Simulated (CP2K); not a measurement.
Crystal: CdSe.

```
Cd Se
1.0
     4.34202    0.00000    0.00000
     2.17101    3.76030    0.00000
     2.17101    1.25343    3.54524
Cd Se
1 1
Direct
  0.00000 0.00000 0.00000
  0.25000 0.25000 0.25000
```

Measurements of this composition are mostly on another form, of space group No. 186.

Program: CP2K 2026.2. Alike in all runs: task atomic charges; potentials or basis POTENTIAL_UZH Cd GTH-PBE-q12, Se GTH-PBE-q6; TZVP-MOLOPT-PBE-GTH basis; no spin polarisation; cell as given; k mesh 8 × 8 × 8; smearing fermi-dirac 0.05 eV.

**Question.** Order these runs on this cell by their pressure, lowest first.
A. level vdW-DF2; cutoff of the non-local correlation (Ry) 300
B. level LDA
C. level PBE

**Answer.** B (-1.6 GPa), C (1.8 GPa), A (5.6 GPa).

Caveats: the basis of atomic orbitals isn't converged, which shifts pressures, moduli and gaps; the potentials were made for another functional, which shifts forces and pressure (some runs).
